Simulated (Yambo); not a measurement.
# TePb (Fm-3m) in Yambo: further runs

One crystal, TePb, is run at these levels: PBEsol; tasks: optical spectrum.

Program: Yambo 5.3.0. These are calculated values, not measurements. Logs are shortened: lines on timing, memory, paths and dates and some standing lists are left out, and cuts for length are marked.

**The experiment to reproduce.**

A printed reference work, monograph reports, for a bulk crystal of TePb at 4.2 K: band gap 0.19 eV (direct).

The runs below are set against these values where they give the same quantity.

### Step 1. The structure

The structure is cubic, space group Fm-3m (No. 225). The conventional cell has a = 6.462 Å, b = 6.462 Å, c = 6.462 Å, α = 90.00°, β = 90.00°, γ = 90.00°. Around Pb (site symmetry m-3m) lie 6 Te at 3.23 Å. Around Te (site symmetry m-3m) lie 6 Pb at 3.23 Å.

### Step 2. Optical spectrum, PBEsol

Input file optics0.in:

```
optics
chi
Chimod= "IP"
% BndsRnXd
 1 | 35 |
%
% LongDrXd
 1 | 1 | 0 |
%
% QpntsRXd
 1 | 1 |
%
% EnRngeXd
 0 | 30 | eV
%
% DmRngeXd
 0.1 | 0.1 | eV
%
ETStpsXd= 300
```

Input file scf.in:

```
&CONTROL
  calculation = 'scf'
  prefix = 'pwscf'
  outdir = './tmp'
  pseudo_dir = './pseudo'
/
&SYSTEM
  ibrav = 0
  nat = 2
  ntyp = 2
  ecutwfc = 80
  nbnd = 22
  occupations = 'smearing'
  smearing = 'fd'
  degauss = 0.00367493
  force_symmorphic = .true.
/
&ELECTRONS
  conv_thr = 4d-10
  electron_maxstep = 120
  mixing_beta = 0.5
/
ATOMIC_SPECIES
Pb   207.2000 Pb.upf
Te   127.6000 Te.upf
CELL_PARAMETERS bohr
   0.0000000000    6.1057051087    6.1057051087
   6.1057051087    0.0000000000    6.1057051087
   6.1057051087    6.1057051087    0.0000000000
ATOMIC_POSITIONS bohr
Pb     0.0000000000    0.0000000000    0.0000000000
Te     6.1057051087    6.1057051087    6.1057051087
K_POINTS automatic
8 8 8 0 0 0
```

Input file nscf.in:

```
&CONTROL
  calculation = 'nscf'
  prefix = 'pwscf'
  outdir = './tmp'
  pseudo_dir = './pseudo'
/
&SYSTEM
  ibrav = 0
  nat = 2
  ntyp = 2
  ecutwfc = 80
  nbnd = 35
  occupations = 'fixed'
  force_symmorphic = .true.
/
&ELECTRONS
  conv_thr = 1d-08
  diago_full_acc = .true.
  diago_thr_init = 1d-06
/
ATOMIC_SPECIES
Pb   207.2000 Pb.upf
Te   127.6000 Te.upf
CELL_PARAMETERS bohr
   0.0000000000    6.1057051087    6.1057051087
   6.1057051087    0.0000000000    6.1057051087
   6.1057051087    6.1057051087    0.0000000000
ATOMIC_POSITIONS bohr
Pb     0.0000000000    0.0000000000    0.0000000000
Te     6.1057051087    6.1057051087    6.1057051087
K_POINTS automatic
8 8 8 0 0 0
```

Potentials or basis: PseudoDojo 0.4.1 SR PBEsol standard.

Run with:

```sh
$ OMP_NUM_THREADS=1 pw.x -in scf.in > scf.out
$ OMP_NUM_THREADS=1 pw.x -in nscf.in > nscf.out
$ cd tmp/pwscf.save; p2y; mv SAVE ../..; cd ../..
$ OMP_NUM_THREADS=1 yambo
$ OMP_NUM_THREADS=1 yambo -F optics0.in -J optics0 -C optics0_out
```

Yambo's report:

```text
[... sections 02.01 to 02.04 as in the set-up run ...]

  [02.05] Energies & Occupations
  ==============================

  [X] === General ===
  [X] Electronic Temperature                        :  0.000000  0.000000 [eV K]
  [X] Bosonic    Temperature                        :  0.000000  0.000000 [eV K]
  [X] Finite Temperature mode                       : no
  [X] El. density                                   :  0.44471E+24 [cm-3]
  [X] Fermi Level                                   :  8.866157 [eV]

  [X] === Gaps and Widths ===
  [X] Conduction Band Min                           :  0.670360 [eV]
  [X] Valence Band Max                              :  0.000000 [eV]
  [X] Filled Bands                                  :  15
  [X] Empty Bands                                   :   16   35
  [X] Direct Gap                                    :  0.670360 [eV]
  [X] Direct Gap localized at k                     :   5
  [X] Indirect Gap                                  :  0.670360 [eV]
  [X] Indirect Gap between kpts                     :   5   5
  [X] Last valence band width                       :  2.794884 [eV]
  [X] 1st conduction band width                     :  3.413149 [eV]

 [03] Transferred momenta grid and indexing
 ==========================================

 IBZ Q-points                                      :  29
 BZ  Q-points                                      :   512

 K/Q-points units:
 rlu = crystal or reduced units; cc = cartesian coordinates; iku = interal k-units

 Q [ 1]         [rlu]:  0.000000  0.000000  0.000000
 Q [ 2]         [rlu]: -0.24729E-17 -0.24729E-17  0.12500
 Q [ 3]         [rlu]: -0.49459E-17 -0.49459E-17  0.25000
 Q [ 4]         [rlu]:  0.36175E-16  0.36175E-16  0.37500
 Q [ 5]         [rlu]:  0.98918E-17  0.98918E-17 -0.50000
 Q [ 6]         [rlu]:  0.18367E-17  0.12500      0.12500
 Q [ 7]         [rlu]: -0.20809E-17  0.12500      0.25000
 Q [ 8]         [rlu]: -0.49459E-17  0.12500      0.37500
 Q [ 9]         [rlu]:  0.86982E-16  0.12500      0.50000
 Q [10]         [rlu]:  0.98918E-17  0.12500     -0.37500
 Q [11]         [rlu]: -0.92030E-17  0.12500     -0.25000
 Q [12]         [rlu]:  0.49459E-17  0.12500     -0.12500
 Q [13]         [rlu]:  0.36734E-17  0.25000      0.25000
 Q [14]         [rlu]: -0.24729E-17  0.25000      0.37500
 Q [15]         [rlu]: -0.57299E-17  0.25000      0.50000
 Q [16]         [rlu]:  0.25851E-16  0.25000     -0.37500
 Q [17]         [rlu]:  0.98918E-17  0.25000     -0.25000
 Q [18]         [rlu]:  0.55100E-17  0.37500      0.37500
 Q [19]         [rlu]:  0.70928E-17  0.37500      0.50000
 Q [20]         [rlu]: -0.15270E-16  0.37500     -0.37500
 Q [21]         [rlu]: -0.73467E-17 -0.50000     -0.50000
 Q [22]         [rlu]:  0.125000  0.250000  0.375000
 Q [23]         [rlu]:  0.125000  0.250000  0.500000
 Q [24]         [rlu]:  0.125000  0.250000 -0.375000
 Q [25]         [rlu]:  0.125000  0.375000  0.500000
 Q [26]         [rlu]:  0.125000  0.375000  0.625000
 Q [27]         [rlu]:  0.125000  0.375000 -0.250000
 Q [28]         [rlu]:  0.125000 -0.500000 -0.375000
 Q [29]         [rlu]:  0.250000 -0.500000 -0.250000

 [04] Dipoles
 ============

  [04.01] Setup: observables and procedures
  =========================================

  [WF-Oscillators/G space/Transverse up loader] Normalization (few states)  min/max  :  0.38954E-17   1.0000

  [WR./optics0//ndb.dipoles]------------------------------------------------------
   Brillouin Zone Q/K grids (IBZ/BZ)                :    29   512    29   512
   RL vectors                                       :   6855 [WF]
   Fragmentation                                    : yes
   Electronic Temperature                           :  0.000000 [K]
   Bosonic    Temperature                           :  0.000000 [K]
   DIP band range                                   :    1   35
   DIP band range limits                            :  15  16
   DIP e/h energy range                             : -1.000000 -1.000000 [eV]
   RL vectors in the sum                            :   6855
   [r,Vnl] included                                 : yes
   Bands ordered                                    : yes
   Direct v evaluation                              : no
   Approach used                                    : G-space v
   Dipoles computed                                 : R V P [G-space]
   Wavefunctions                                    : Perdew, Burke & Ernzerhof SOL(X)+Perdew, Burke & Ernzerhof SOL(C)

  [WARNING] [r,Vnl^pseudo] included in position and velocity dipoles.

  [WARNING] In case H contains other non local terms, these are neglected

 [05] Optics
 ===========

 [X-CG] R(p) Tot o/o(of R):    6210  153600     100
```

Run time: 51 s. Hardware: 1 thread of Intel Xeon 6975P-C (Granite Rapids), shared host; peak memory 0.27 GiB.

Results:

| Property | Result |
| --- | --- |
| Band gap on the k mesh, mean-field level | 0.67 eV, direct |
| Electronic dielectric constant along the field | 31.68 |

Dielectric function (along the field direction of the input):
```
energy (eV)  real part  imaginary part
       0.30      32.59            1.84
       0.80      37.22            3.90
       1.30      49.70           24.78
       1.81      27.22           76.17
       2.31     -16.66           36.80
       2.81     -17.79           13.20
       3.31     -13.28           11.18
       3.81      -8.55            5.19
       4.31      -5.00            2.77
       4.82      -2.37            1.73
       5.32      -0.70            3.59
       5.82      -0.41            3.09
       6.32      -1.64            3.85
       6.82      -2.18            3.68
       7.32      -2.89            4.11
       7.83      -2.54            2.34
       8.33      -1.92            1.93
       8.83      -0.83            1.60
       9.33      -1.02            1.81
       9.83      -1.51            1.58
      10.33      -1.06            1.54
      10.84      -0.89            1.05
      11.34      -0.61            0.87
      11.84      -0.67            0.72
      12.34      -0.29            0.78
      12.84      -0.35            0.50
      13.34      -0.17            0.57
      13.85      -0.14            0.57
      14.35      -0.02            0.31
      14.85       0.19            0.37
      15.35       0.13            0.42
      15.85       0.31            0.29
      16.35       0.40            0.27
      16.86       0.47            0.24
      17.36       0.66            0.27
      17.86       0.96            0.66
      18.36       0.20            0.84
      18.86       0.52            0.65
      19.36       0.39            0.59
      19.97       0.56            0.54
```

Energy-loss function:
```csv
energy (eV),loss
0.0,0.002
1.3,0.008
2.6,0.021
3.9,0.055
5.2,0.291
6.5,0.185
7.8,0.196
9.1,0.427
10.4,0.389
11.7,0.717
13.0,1.564
14.3,3.198
15.7,2.067
17.0,0.677
18.3,0.736
19.6,0.916
20.9,1.402
22.2,1.327
23.5,0.962
24.8,0.266
26.1,0.415
27.4,0.453
28.7,0.204
30.0,0.193
```

Caveat: spectra need much finer meshes, so this one isn't converged; independent-particle spectra lack excitons; spin-orbit coupling is left out, which as a rule narrows the gap of such compounds by several tenths of an eV.

### Step 3. Optical spectrum, PBEsol

Input file optics1.in:

```
optics
chi
Chimod= "HARTREE"
% BndsRnXd
 1 | 35 |
%
NGsBlkXd= 1 Ry
% LongDrXd
 1 | 1 | 0 |
%
% QpntsRXd
 1 | 1 |
%
% EnRngeXd
 0 | 10 | eV
%
% DmRngeXd
 0.05 | 0.05 | eV
%
ETStpsXd= 200
```

scf.in is that of step 2.

nscf.in is that of step 2.

Potentials or basis: PseudoDojo 0.4.1 SR PBEsol standard.

Run with:

```sh
$ OMP_NUM_THREADS=1 pw.x -in scf.in > scf.out
$ OMP_NUM_THREADS=1 pw.x -in nscf.in > nscf.out
$ cd tmp/pwscf.save; p2y; mv SAVE ../..; cd ../..
$ OMP_NUM_THREADS=1 yambo
$ OMP_NUM_THREADS=1 yambo -F optics1.in -J optics1 -C optics1_out
```

Yambo's report:

```text
[... sections 02.01 to 02.04 as in the set-up run ...]

  [02.05] Energies & Occupations
  ==============================

  [X] === General ===
  [X] Electronic Temperature                        :  0.000000  0.000000 [eV K]
  [X] Bosonic    Temperature                        :  0.000000  0.000000 [eV K]
  [X] Finite Temperature mode                       : no
  [X] El. density                                   :  0.44471E+24 [cm-3]
  [X] Fermi Level                                   :  8.866157 [eV]

  [X] === Gaps and Widths ===
  [X] Conduction Band Min                           :  0.670360 [eV]
  [X] Valence Band Max                              :  0.000000 [eV]
  [X] Filled Bands                                  :  15
  [X] Empty Bands                                   :   16   35
  [X] Direct Gap                                    :  0.670360 [eV]
  [X] Direct Gap localized at k                     :   5
  [X] Indirect Gap                                  :  0.670360 [eV]
  [X] Indirect Gap between kpts                     :   5   5
  [X] Last valence band width                       :  2.794884 [eV]
  [X] 1st conduction band width                     :  3.413149 [eV]

 [03] Transferred momenta grid and indexing
 ==========================================

 IBZ Q-points                                      :  29
 BZ  Q-points                                      :   512

 K/Q-points units:
 rlu = crystal or reduced units; cc = cartesian coordinates; iku = interal k-units

 Q [ 1]         [rlu]:  0.000000  0.000000  0.000000
 Q [ 2]         [rlu]: -0.24729E-17 -0.24729E-17  0.12500
 Q [ 3]         [rlu]: -0.49459E-17 -0.49459E-17  0.25000
 Q [ 4]         [rlu]:  0.36175E-16  0.36175E-16  0.37500
 Q [ 5]         [rlu]:  0.98918E-17  0.98918E-17 -0.50000
 Q [ 6]         [rlu]:  0.18367E-17  0.12500      0.12500
 Q [ 7]         [rlu]: -0.20809E-17  0.12500      0.25000
 Q [ 8]         [rlu]: -0.49459E-17  0.12500      0.37500
 Q [ 9]         [rlu]:  0.86982E-16  0.12500      0.50000
 Q [10]         [rlu]:  0.98918E-17  0.12500     -0.37500
 Q [11]         [rlu]: -0.92030E-17  0.12500     -0.25000
 Q [12]         [rlu]:  0.49459E-17  0.12500     -0.12500
 Q [13]         [rlu]:  0.36734E-17  0.25000      0.25000
 Q [14]         [rlu]: -0.24729E-17  0.25000      0.37500
 Q [15]         [rlu]: -0.57299E-17  0.25000      0.50000
[... 12 lines left out ...]
 Q [28]         [rlu]:  0.125000 -0.500000 -0.375000
 Q [29]         [rlu]:  0.250000 -0.500000 -0.250000

 [04] Dipoles
 ============

  [04.01] Setup: observables and procedures
  =========================================

  [WF-Oscillators/G space/Transverse up loader] Normalization (few states)  min/max  :  0.38954E-17   1.0000

  [WR./optics1//ndb.dipoles]------------------------------------------------------
   Brillouin Zone Q/K grids (IBZ/BZ)                :    29   512    29   512
   RL vectors                                       :   6855 [WF]
   Fragmentation                                    : yes
   Electronic Temperature                           :  0.000000 [K]
   Bosonic    Temperature                           :  0.000000 [K]
   DIP band range                                   :    1   35
   DIP band range limits                            :  15  16
   DIP e/h energy range                             : -1.000000 -1.000000 [eV]
   RL vectors in the sum                            :   6855
   [r,Vnl] included                                 : yes
   Bands ordered                                    : yes
   Direct v evaluation                              : no
   Approach used                                    : G-space v
   Dipoles computed                                 : R V P [G-space]
   Wavefunctions                                    : Perdew, Burke & Ernzerhof SOL(X)+Perdew, Burke & Ernzerhof SOL(C)

  [WARNING] [r,Vnl^pseudo] included in position and velocity dipoles.

  [WARNING] In case H contains other non local terms, these are neglected

 [05] Optics
 ===========

 [X-CG] R(p) Tot o/o(of R):    6210  153600     100
```

o-optics1.eps_q1_inv_rpa_dyson:

```text
# Absorption @ Q(1):  0.707106781     0.707106781      0.00000000    [q->0 direction]
#
# [ X ] Hartree size                              :  15
# [GEN] GF Energies                               : Perdew, Burke & Ernzerhof SOL(X)+Perdew, Burke & Ernzerhof SOL(C)
# [GEN] Green`s Function                          : T-ordered
#
# [GEN] Gauge                                     : Length
# [GEN] [r,Vnl] included                          : yes
#
#    E[1] [eV]          Im(eps)            Re(eps)            Im(eps_o)          Re(eps_o)
#
        0.000000           0.791741           30.68087           0.814156           31.75011
        0.050251           0.794397           30.70536           0.816811           31.77492
        0.100503           0.802490           30.77928           0.824899           31.84979
        0.150754           0.816427           30.90405           0.838815           31.97612
        0.201005           0.836974           31.08219           0.859304           32.15640
        0.251256           0.865433           31.31763           0.887628           32.39448
[... 192 lines left out ...]
        9.949749           1.219816          -1.141877           1.064960          -1.534102
        10.00000           0.979225          -1.016137           0.952134          -1.284849
#
```

It took 54 s on 1 thread of Intel Xeon 6975P-C (Granite Rapids), shared host; peak memory 0.56 GiB.

Results:

```yaml
Band_gap_on_the_k_mesh_mean-field_level: 0.67 eV, direct
Electronic_dielectric_constant_along_the_field: 30.68
Electronic_dielectric_constant_along_the_field_independent_particles: 31.75
```

Dielectric function (along the field direction of the input):
| energy (eV) | real part | imaginary part |
| --- | --- | --- |
| 0.25 | 31.32 | 0.87 |
| 0.75 | 34.24 | 2.58 |
| 1.26 | 51.76 | 29.84 |
| 1.76 | 24.63 | 121.99 |
| 2.26 | -23.29 | 25.72 |
| 2.81 | -18.90 | 9.58 |
| 3.32 | -15.95 | 9.67 |
| 3.82 | -9.08 | 3.94 |
| 4.32 | -5.03 | 1.76 |
| 4.82 | -2.94 | 0.99 |
| 5.38 | -1.54 | 2.31 |
| 5.88 | -0.72 | 1.77 |
| 6.38 | -1.13 | 2.03 |
| 6.88 | -1.48 | 1.84 |
| 7.39 | -2.32 | 4.40 |
| 7.94 | -2.14 | 1.51 |
| 8.44 | -1.97 | 1.19 |
| 8.94 | -0.62 | 1.47 |
| 9.45 | -0.79 | 1.28 |
| 10.00 | -1.02 | 0.98 |

Caveat: spectra need much finer meshes, so this one isn't converged; these spectra lack excitons; spin-orbit coupling is left out, which as a rule narrows the gap of such compounds by several tenths of an eV.

(Part 1 of 2 ends here.)
